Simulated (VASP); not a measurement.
# CdSe (P6_3mc) in VASP: further runs

The runs below take CdSe through single point, with r2SCAN.

Everything below comes from runs of VASP 6.6.1. Logs are shortened: lines on timing, memory, paths and dates and some standing lists are left out, and cuts for length are marked.

**What was measured.**

From a printed reference work, data compilation, for a bulk crystal of CdSe at 2 K: band gap 1.841 eV.

How close the calculation comes is told below.

**1. The cell of the first run**

The structure is hexagonal, space group P6_3mc (No. 186). The conventional cell has a = 4.257 Å, b = 4.257 Å, c = 7.020 Å, α = 90.00°, β = 90.00°, γ = 120.00°. Within 3.4 Å of Cd (site symmetry 3m) lie 4 Se at 2.59 to 2.70 Å. Within 3.4 Å of Se (site symmetry 3m) lie 4 Cd at 2.59 to 2.70 Å.

**2. Single point, r2SCAN**

Contents of POSCAR:

```
CdSe
1.0
    4.2570000000      0.0000000000      0.0000000000
   -2.1285000000      3.6866699100      0.0000000000
    0.0000000000      0.0000000000      7.0200000000
Cd Se
2 2
Direct
    0.3333333333      0.6666666667      0.0000000000
    0.6666666667      0.3333333333      0.5000000000
    0.3333333333      0.6666666667      0.3850000000
    0.6666666667      0.3333333333      0.8850000000
```

Contents of INCAR.step1:

```
SYSTEM = CdSe
  PREC = Accurate
  ENCUT = 550
  ISMEAR = -1
  SIGMA = 0.02
  LREAL = .False.
  LASPH = .True.
  NELM = 120
  NBANDS = 26
  GGA = PE
  ALGO = Normal
  EDIFF = 1E-5
  LWAVE = .True.
  LCHARG = .False.
  GGA_COMPAT = .False.
```

Contents of INCAR.step2:

```
SYSTEM = CdSe
  PREC = Accurate
  ENCUT = 550
  EDIFF = 1E-6
  ISMEAR = -1
  SIGMA = 0.02
  LREAL = .False.
  LASPH = .True.
  NELM = 120
  ALGO = Normal
  ISIF = 2
  LWAVE = .False.
  LCHARG = .False.
  METAGGA = R2SCAN
  LMIXTAU = .True.
  NBANDS = 26
  ISTART = 1
  GGA_COMPAT = .False.
```

Contents of KPOINTS:

```
regular mesh
0
Gamma
  5 5 3
  0 0 0
```

Potentials or basis: VASP PAW PBE potentials, release 64 (Cd, Se).

The run is started by

```bash
> cat potpaw_PBE.64/Cd/POTCAR potpaw_PBE.64/Se/POTCAR > POTCAR
> cp INCAR.step1 INCAR
> mpirun -np 1 vasp_std > vasp.out
> cp INCAR.step2 INCAR
> mpirun -np 1 vasp_std > vasp.out
```

OUTCAR:

```text
SYSTEM = CdSe
   PREC = Accurate
   ENCUT = 550
   EDIFF = 1E-6
   ISMEAR = -1
   LREAL = .False.
   LASPH = .True.
   NELM = 120
   ISIF = 2
   METAGGA = R2SCAN
   ISTART = 1

 ion  position               nearest neighbor table
   1  0.333  0.667  0.000-   4 2.59   4 2.59   4 2.59   3 2.70
   2  0.667  0.333  0.500-   3 2.59   3 2.59   3 2.59   4 2.70
   3  0.333  0.667  0.385-   2 2.59   2 2.59   2 2.59   1 2.70
   4  0.667  0.333  0.885-   1 2.59   1 2.59   1 2.59   2 2.70

  LATTYP: Found a hexagonal cell.
 ALAT       =     4.2570000000
 C/A-ratio  =     1.6490486258

  Lattice vectors:

 A1 = (   4.2570000000,   0.0000000000,   0.0000000000)
 A2 = (  -2.1285000000,   3.6866699100,   0.0000000000)
 A3 = (   0.0000000000,   0.0000000000,   7.0200000000)

Analysis of symmetry for initial positions (statically):
=====================================================================
 Subroutine PRICEL returns:
 Original cell was already a primitive cell.

 Routine SETGRP: Setting up the symmetry group for a
 hexagonal supercell.

 Subroutine GETGRP returns: Found 12 space group operations
 (whereof  6 operations were pure point group operations)
 out of a pool of 24 trial point group operations.

The static configuration has the point symmetry C_3v.
 The point group associated with its full space group is C_6v.

Analysis of symmetry for dynamics (positions and initial velocities):
=====================================================================
 Subroutine PRICEL returns:
 Original cell was already a primitive cell.

 Routine SETGRP: Setting up the symmetry group for a
 hexagonal supercell.

 Subroutine GETGRP returns: Found 12 space group operations
 (whereof  6 operations were pure point group operations)
 out of a pool of 24 trial point group operations.

The dynamic configuration has the point symmetry C_3v.
 The point group associated with its full space group is C_6v.

 Subroutine INISYM returns: Found 12 space group operations
 (whereof  6 operations are pure point group operations),
 and found     1 'primitive' translations

----------------------------------------------------------------------------------------

                                     Primitive cell

[... 74 lines left out ...]
   LNONCOLLINEAR =      F non collinear calculations
   LSORBIT =      F    spin-orbit coupling
   LASPH  =      T    aspherical Exc in radial PAW
   ENCUT  =  550.0 eV  40.42 Ry    6.36 a.u.   8.14  8.14 13.42*2*pi/ulx,y,z
   NELM   =    120;   NELMIN=  2; NELMDL=  0     # of ELM steps
   EDIFF  = 0.1E-05   stopping-criterion for ELM
   LREAL  =      F    real-space projection
   EDIFFG = 0.1E-04   stopping-criterion for IOM
   NSW    =      0    number of steps for IOM
   IBRION =     -1    ionic relax: 0-MD 1-quasi-New 2-CG
   NFREE  =      0    steps in history (QN), initial steepest desc. (CG)
   ISIF   =      2    stress and relaxation
   ISYM   =      2    0-nonsym 1-usesym 2-fastsym
   POTIM  = 0.5000    time-step for ionic-motion
   TEBEG  =    0.0;   TEEND  =   0.0 temperature during run
   PSTRESS=    0.0 pullay stress
   NELECT =      36.0000    total number of electrons
   NUPDOWN=      -1.0000    fix difference up-down
   EMIN   =  10.00;   EMAX   =-10.00  energy-range for DOS
   EFERMI =   0.00;   METHOD = LEGACY
   ISMEAR =    -1;   SIGMA  =   0.02  broadening in eV -4-tet -1-fermi 0-gaus
   EFERMI_NEDOS =   21; number of points for ismear=-14 and -15
   IALGO  =     38    algorithm
   IMIX   =      4    mixing-type and parameters
     AMIX     =   0.40;   BMIX     =  1.00
     AMIX_MAG =   1.60;   BMIX_MAG =  1.00
  volume/ion in A,a.u.               =      27.54       185.87
  Fermi-wavevector in a.u.,A,eV,Ry     =   1.127589  2.130833 17.299208  1.271456
  Thomas-Fermi vector in A             =   2.264275
   LORBIT       =      0    0 simple, 1 ext, 2 COOP (PROOUT), +10 PAW based schemes
   METAGGA = R2SCAN    functional components
   LHFCALC =     F    Hartree Fock is set to
   AEXX    =    0.0000 exact exchange contribution
   IVDW    =     0    specifies the selected vdW correction
   LEPSILON=     F    determine dielectric tensor
   LRPA    =     F    only Hartree local field effects (RPA)
 non-spin polarized calculation
  energy-cutoff  :      550.00
  volume of cell :      110.17
 maximum number of plane-waves:      3244
 NGX is ok and might be reduce to    36
   NGX = 17   NGY = 17   NGZ = 27

 number of electron      35.9999993 magnetization

 Free energy of the ion-electron system (eV)
  ---------------------------------------------------
  ext. energy  EPLUGINS =         0.00000000
  ---------------------------------------------------
  free energy    TOTEN  =       -71.73326558 eV

  energy without entropy =      -71.73326558  energy(sigma->0) =      -71.73326558

 E-fermi :   1.2473     XC(G=0):  -9.5193

 val. band max:        0.8198136565   @ k =   0.0000   0.0000   0.0000
 cond. band min:       2.0419347090   @ k =   0.0000   0.0000   0.0000
 fundamental gap:      1.2221210526
 Fermi energy:         1.2473406363

 k-point     1 :       0.0000    0.0000    0.0000
  band No.  band energies     occupation
      1     -12.3399      2.00000
      2     -11.9580      2.00000
      3      -7.4440      2.00000
      4      -7.4440      2.00000
      5      -7.3823      2.00000
      6      -7.3823      2.00000
[... 279 lines left out ...]
     25       9.7044      0.00000
     26      10.0909      0.00000

------------------------ aborting loop because EDIFF is reached ----------------------------------------

  FORCE on cell =-STRESS in cart. coord.  units (eV):
  Direction    XX          YY          ZZ          XY          YZ          ZX
  --------------------------------------------------------------------------------------
  -------------------------------------------------------------------------------------
  Total        2.9712103      2.9712100      0.6419787      0.0000000     -0.0000000      0.0000000
  in kB       43.2084775     43.2084720      9.3358997      0.0000000     -0.0000000      0.0000000
  external PRESSURE =      31.9176164 kB  Pullay stress =       0.0000000 kB

 VOLUME and BASIS-vectors are now :
 -----------------------------------------------------------------------------
  energy-cutoff  :      550.00
  volume of cell :      110.17
      direct lattice vectors                 reciprocal lattice vectors
     4.257000000  0.000000000  0.000000000     0.234907212  0.135623750  0.000000000
    -2.128500000  3.686669910  0.000000000     0.000000000  0.271247501  0.000000000
     0.000000000  0.000000000  7.020000000     0.000000000  0.000000000  0.142450142

 POSITION                                       TOTAL-FORCE (eV/Angst)
 -----------------------------------------------------------------------------------
     -0.00000      2.45778      0.00000        -0.000000      0.000000      0.383145
      2.12850      1.22889      3.51000         0.000000     -0.000000      0.383145
     -0.00000      2.45778      2.70270         0.000000     -0.000000     -0.383145
      2.12850      1.22889      6.21270        -0.000000      0.000000     -0.383145
 -----------------------------------------------------------------------------------
    total drift:                               -0.000000     -0.000000      0.003321

  FREE ENERGIE OF THE ION-ELECTRON SYSTEM (eV)
  ---------------------------------------------------
  free  energy   TOTEN  =       -71.7332655850 eV

  energy  without entropy=      -71.7332655849  energy(sigma->0) =      -71.73326558
```

OUTCAR.step1:

```text
SYSTEM = CdSe
   PREC = Accurate
   ENCUT = 550
   ISMEAR = -1
   LREAL = .False.
   LASPH = .True.
   NELM = 120
[... 503 lines left out ...]
      2.12850      1.22889      3.51000         0.000000      0.000000      0.389185
     -0.00000      2.45778      2.70270         0.000000      0.000000     -0.389185
      2.12850      1.22889      6.21270        -0.000000      0.000000     -0.389185
 -----------------------------------------------------------------------------------
    total drift:                               -0.000000     -0.000000      0.000535

  FREE ENERGIE OF THE ION-ELECTRON SYSTEM (eV)
  ---------------------------------------------------
  free  energy   TOTEN  =       -10.8196408034 eV

  energy  without entropy=      -10.8196408031  energy(sigma->0) =      -10.81964080
```

Run time: 3.3 min. Hardware: 1 thread of AMD EPYC 7R43 (Zen 3), shared host; peak memory 0.24 GiB.

What came out:

```
Free energy            : -71.7333 eV
Pressure               : 3.2 GPa
Largest force          : 0.383 eV/Å
Band gap on the k mesh : 1.22 eV
```

Forces in eV/Å, atoms in the order of the input:
```
Cd   0.000  0.000  0.383
Cd   0.000  0.000  0.383
Se   0.000  0.000 -0.383
Se   0.000  0.000 -0.383
```

Levels at points of the mesh, in eV from the valence-band top:
| k point | band 14 | band 15 | band 16 | band 17 | band 18 | band 19 | band 20 | band 21 | band 22 | band 23 |
| --- | --- | --- | --- | --- | --- | --- | --- | --- | --- | --- |
| (0.00, 0.00, 0.00) | -0.73 | -0.73 | -0.05 | 0.00 | 0.00 | 1.22 | 2.65 | 6.42 | 6.42 | 6.57 |

Caveat: the cell stands under pressure; the PAW data sets were made with another functional, which shifts forces and pressure a little. r2SCAN opens gaps a little over a GGA but as a rule still falls short of measured ones.

**3. Single point, r2SCAN**

This run uses another cell than the first one, of 27.82 Å³/atom.

Changes to POSCAR since step 2:

```diff
@@ -2,4 +2,4 @@
 1.0
-    4.2570000000      0.0000000000      0.0000000000
-   -2.1285000000      3.6866699100      0.0000000000
+    4.2785000000      0.0000000000      0.0000000000
+   -2.1392500000      3.7052894550      0.0000000000
     0.0000000000      0.0000000000      7.0200000000
```

Contents of INCAR.step1:

```
SYSTEM = CdSe
ALGO = Normal
EDIFF = 1E-5
ENCUT = 550
GGA = PE
GGA_COMPAT = .False.
ISMEAR = -1
LASPH = .True.
LCHARG = .False.
LREAL = .False.
LWAVE = .True.
NBANDS = 26
NELM = 120
PREC = Accurate
SIGMA = 0.02
```

Contents of INCAR.step2:

```
SYSTEM = CdSe
ALGO = Normal
EDIFF = 1E-6
ENCUT = 550
GGA_COMPAT = .False.
ISIF = 2
ISMEAR = -1
ISTART = 1
LASPH = .True.
LCHARG = .False.
LMIXTAU = .True.
LREAL = .False.
LWAVE = .False.
METAGGA = R2SCAN
NBANDS = 26
NELM = 120
PREC = Accurate
SIGMA = 0.02
```

Contents of KPOINTS:

```
k-points
0
Gamma
  5 5 3
  0 0 0
```

Potentials or basis: VASP PAW PBE potentials, release 64 (Cd, Se).

The run is started by

```bash
> cat potpaw_PBE.64/Cd/POTCAR potpaw_PBE.64/Se/POTCAR > POTCAR
> cp INCAR.step1 INCAR
> mpirun -np 1 vasp_std > vasp.out
> cp INCAR.step2 INCAR
> mpirun -np 1 vasp_std > vasp.out
```

Wall time 3.1 min (1 thread of AMD EPYC 7R43 (Zen 3), shared host); peak memory 0.24 GiB.

It converged, with:

- Free energy: -71.7604 eV
- Pressure: 2.5 GPa
- Largest force: 0.335 eV/Å
- Band gap on the k mesh: 1.20 eV

Forces on the atoms (eV/Å):
```
Cd   0.000  0.000  0.335
Cd   0.000  0.000  0.335
Se   0.000  0.000 -0.335
Se   0.000  0.000 -0.335
```

Stress tensor (GPa, compression positive):
```
3.42 0.00 0.00
0.00 3.42 0.00
0.00 0.00 0.67
```

Levels at points of the mesh, in eV from the valence-band top:
```tsv
k point	band 14	band 15	band 16	band 17	band 18	band 19	band 20	band 21	band 22	band 23
(0.00, 0.00, 0.00)	-0.73	-0.73	-0.03	0.00	0.00	1.20	2.62	6.40	6.40	6.62
```

Caveat: the PAW data sets were made with another functional, which shifts forces and pressure a little. r2SCAN opens gaps a little over a GGA but as a rule still falls short of measured ones.

**4. Single point, r2SCAN**

This run uses another cell than the first one, of 28.10 Å³/atom.

Changes to POSCAR since step 3:

```diff
@@ -2,4 +2,4 @@
 1.0
-    4.2785000000      0.0000000000      0.0000000000
-   -2.1392500000      3.7052894550      0.0000000000
+    4.3000000000      0.0000000000      0.0000000000
+   -2.1500000000      3.7239090000      0.0000000000
     0.0000000000      0.0000000000      7.0200000000
```

Contents of INCAR.step1:

```
SYSTEM = CdSe
  PREC = Accurate
  ENCUT = 550
  ISMEAR = -1
  SIGMA = 0.02
  LREAL = .FALSE.
  LASPH = .TRUE.
  NELM = 120
  NBANDS = 26
  GGA = PE
  ALGO = Normal
  EDIFF = 1E-5
  LWAVE = .TRUE.
  LCHARG = .FALSE.
  GGA_COMPAT = .FALSE.
```

Contents of INCAR.step2:

```
SYSTEM = CdSe
  PREC = Accurate
  ENCUT = 550
  EDIFF = 1E-6
  ISMEAR = -1
  SIGMA = 0.02
  LREAL = .FALSE.
  LASPH = .TRUE.
  NELM = 120
  ALGO = Normal
  ISIF = 2
  LWAVE = .FALSE.
  LCHARG = .FALSE.
  METAGGA = R2SCAN
  LMIXTAU = .TRUE.
  NBANDS = 26
  ISTART = 1
  GGA_COMPAT = .FALSE.
```

Contents of KPOINTS:

```
Automatic mesh
0
G
  5 5 3
  0 0 0
```

The run is started by

```bash
> cat potpaw_PBE.64/Cd/POTCAR potpaw_PBE.64/Se/POTCAR > POTCAR
> cp INCAR.step1 INCAR
> mpirun -np 1 vasp_std > vasp.out
> cp INCAR.step2 INCAR
> mpirun -np 1 vasp_std > vasp.out
```

It took 3.8 min on 1 thread of AMD EPYC 7R43 (Zen 3), shared host; peak memory 0.24 GiB.

The run converged. Its results:

```
Free energy            : -71.7815 eV
Pressure               : 1.9 GPa
Largest force          : 0.290 eV/Å
Band gap on the k mesh : 1.19 eV
```

Forces on the atoms (eV/Å):
```
Cd   0.000  0.000  0.290
Cd   0.000  0.000  0.290
Se   0.000  0.000 -0.290
Se   0.000  0.000 -0.290
```

Stress tensor (GPa, compression positive):
```
2.57 0.00 0.00
0.00 2.57 0.00
0.00 0.00 0.41
```

Levels at points of the mesh, in eV from the valence-band top:
```csv
k point,band 15,band 16,band 17,band 18,band 19,band 20,band 21,band 22
"(0.00, 0.00, 0.00)",-0.73,-0.01,0.00,0.00,1.19,2.59,6.39,6.39
```

Caveat: the PAW data sets were made with another functional, which shifts forces and pressure a little. r2SCAN opens gaps a little over a GGA but as a rule still falls short of measured ones.

**5. Single point, r2SCAN**

This run uses another cell than the first one, of 28.38 Å³/atom.

Changes to POSCAR since step 4:

```diff
@@ -2,4 +2,4 @@
 1.0
-    4.3000000000      0.0000000000      0.0000000000
-   -2.1500000000      3.7239090000      0.0000000000
+    4.3215000000      0.0000000000      0.0000000000
+   -2.1607500000      3.7425285450      0.0000000000
     0.0000000000      0.0000000000      7.0200000000
```

Contents of INCAR.step1:

```
SYSTEM = CdSe
PREC = Accurate ; ENCUT = 550
ISMEAR = -1 ; SIGMA = 0.02
LREAL = .FALSE. ; LASPH = .TRUE.
NELM = 120 ; NBANDS = 26
GGA = PE ; ALGO = Normal
EDIFF = 1E-5 ; LWAVE = .TRUE.
LCHARG = .FALSE. ; GGA_COMPAT = .FALSE.
```

Contents of INCAR.step2:

```
SYSTEM = CdSe
PREC = Accurate ; ENCUT = 550
EDIFF = 1E-6 ; ISMEAR = -1
SIGMA = 0.02 ; LREAL = .FALSE.
LASPH = .TRUE. ; NELM = 120
ALGO = Normal ; ISIF = 2
LWAVE = .FALSE. ; LCHARG = .FALSE.
METAGGA = R2SCAN ; LMIXTAU = .TRUE.
NBANDS = 26 ; ISTART = 1
GGA_COMPAT = .FALSE.
```

Contents of KPOINTS:

```
regular mesh
0
G
  5 5 3
  0 0 0
```

The run is started by

```bash
> cat potpaw_PBE.64/Cd/POTCAR potpaw_PBE.64/Se/POTCAR > POTCAR
> cp INCAR.step1 INCAR
> mpirun -np 1 vasp_std > vasp.out
> cp INCAR.step2 INCAR
> mpirun -np 1 vasp_std > vasp.out
```

It took 4.3 min on 1 thread of AMD EPYC 7R43 (Zen 3), shared host; peak memory 0.24 GiB.

It converged, with:

```
Free energy            : -71.7970 eV
Pressure               : 1.2 GPa
Largest force          : 0.248 eV/Å
Band gap on the k mesh : 1.16 eV
```

Forces in eV/Å, atoms in the order of the input:
```
Cd   0.000  0.000  0.248
Cd   0.000  0.000  0.248
Se   0.000  0.000 -0.248
Se   0.000  0.000 -0.248
```

Stress tensor (GPa, compression positive):
```
1.77 0.00 0.00
0.00 1.77 0.00
0.00 0.00 0.16
```

Levels at points of the mesh, in eV from the valence-band top:
```
           k point  band 15  band 16  band 17  band 18  band 19  band 20  band 21  band 22
(0.00, 0.00, 0.00)    -0.73    -0.01    -0.01     0.00     1.16     2.55     6.37     6.37
```

Caveat: the PAW data sets were made with another functional, which shifts forces and pressure a little. r2SCAN opens gaps a little over a GGA but as a rule still falls short of measured ones.

**6. Single point, r2SCAN**

This run uses another cell than the first one, of 28.67 Å³/atom.

Changes to POSCAR since step 5:

```diff
@@ -2,4 +2,4 @@
 1.0
-    4.3215000000      0.0000000000      0.0000000000
-   -2.1607500000      3.7425285450      0.0000000000
+    4.3430000000      0.0000000000      0.0000000000
+   -2.1715000000      3.7611480900      0.0000000000
     0.0000000000      0.0000000000      7.0200000000
```

Contents of INCAR.step1:

```
SYSTEM = CdSe
PREC = Accurate
ENCUT = 550
ISMEAR = -1
SIGMA = 0.02
LREAL = .FALSE.
LASPH = .TRUE.
NELM = 120
NBANDS = 26
GGA = PE
ALGO = Normal
EDIFF = 1E-5
LWAVE = .TRUE.
LCHARG = .FALSE.
GGA_COMPAT = .FALSE.
```

Contents of INCAR.step2:

```
SYSTEM = CdSe
PREC = Accurate
ENCUT = 550
EDIFF = 1E-6
ISMEAR = -1
SIGMA = 0.02
LREAL = .FALSE.
LASPH = .TRUE.
NELM = 120
ALGO = Normal
ISIF = 2
LWAVE = .FALSE.
LCHARG = .FALSE.
METAGGA = R2SCAN
LMIXTAU = .TRUE.
NBANDS = 26
ISTART = 1
GGA_COMPAT = .FALSE.
```

KPOINTS is that of step 5.

Potentials or basis: VASP PAW PBE potentials, release 64 (Cd, Se).

The run is started by

```bash
> cat potpaw_PBE.64/Cd/POTCAR potpaw_PBE.64/Se/POTCAR > POTCAR
> cp INCAR.step1 INCAR
> mpirun -np 1 vasp_std > vasp.out
> cp INCAR.step2 INCAR
> mpirun -np 1 vasp_std > vasp.out
```

Wall time 4.2 min (1 thread of AMD EPYC 7R43 (Zen 3), shared host); peak memory 0.24 GiB.

The run converged. Its results:

```
Free energy            : -71.8070 eV
Pressure               : 0.7 GPa
Largest force          : 0.210 eV/Å
Band gap on the k mesh : 1.12 eV
```

Forces on the atoms (eV/Å):
```
Cd   0.000  0.000  0.210
Cd   0.000  0.000  0.210
Se   0.000  0.000 -0.210
Se   0.000  0.000 -0.210
```

Stress tensor (GPa, compression positive):
```
 1.02  0.00  0.00
 0.00  1.02  0.00
 0.00  0.00 -0.07
```

Levels at points of the mesh, in eV from the valence-band top:
| k point | band 16 | band 17 | band 18 | band 19 | band 20 | band 21 |
| --- | --- | --- | --- | --- | --- | --- |
| (0.00, 0.00, 0.00) | -0.02 | -0.02 | 0.00 | 1.12 | 2.50 | 6.34 |

Caveat: the PAW data sets were made with another functional, which shifts forces and pressure a little.

**7. The runs side by side**

```csv
cell,gap on the mesh (eV),pressure (GPa),largest force (eV/Å)
"a = 4.257, b = 4.257, c = 7.020 Å, angles 90.0, 90.0, 120.0°, 4 atoms",1.22,3.2,0.38
"a = 4.279, b = 4.278, c = 7.020 Å, angles 90.0, 90.0, 120.0°, 4 atoms",1.20,2.5,0.33
"a = 4.300, b = 4.300, c = 7.020 Å, angles 90.0, 90.0, 120.0°, 4 atoms",1.19,1.9,0.29
"a = 4.322, b = 4.321, c = 7.020 Å, angles 90.0, 90.0, 120.0°, 4 atoms",1.16,1.2,0.25
"a = 4.343, b = 4.343, c = 7.020 Å, angles 90.0, 90.0, 120.0°, 4 atoms",1.12,0.7,0.21
```

Alike in all rows: task single point; level r2SCAN; potentials or basis VASP PAW PBE potentials, release 64 (Cd, Se); no spin polarisation; k mesh 5 × 5 × 3; cutoff (eV) 550; smearing fermi-dirac 0.02 eV.

Caveats: the PAW data sets were made with another functional, which shifts forces and pressure a little; the cell stands under pressure (at least some runs).

Total energies depend on the potentials used, so only differences within one code and one set of settings carry meaning.

**8. How close it comes**

Step 6. Measured gap of CdSe: 1.841 eV (2 K; a printed reference work, data compilation). This calculation gives 1.12 eV (-0.72 eV). Spin-orbit coupling on Cd, Se is left out. The value is that of r2SCAN, without temperature or zero-point motion.
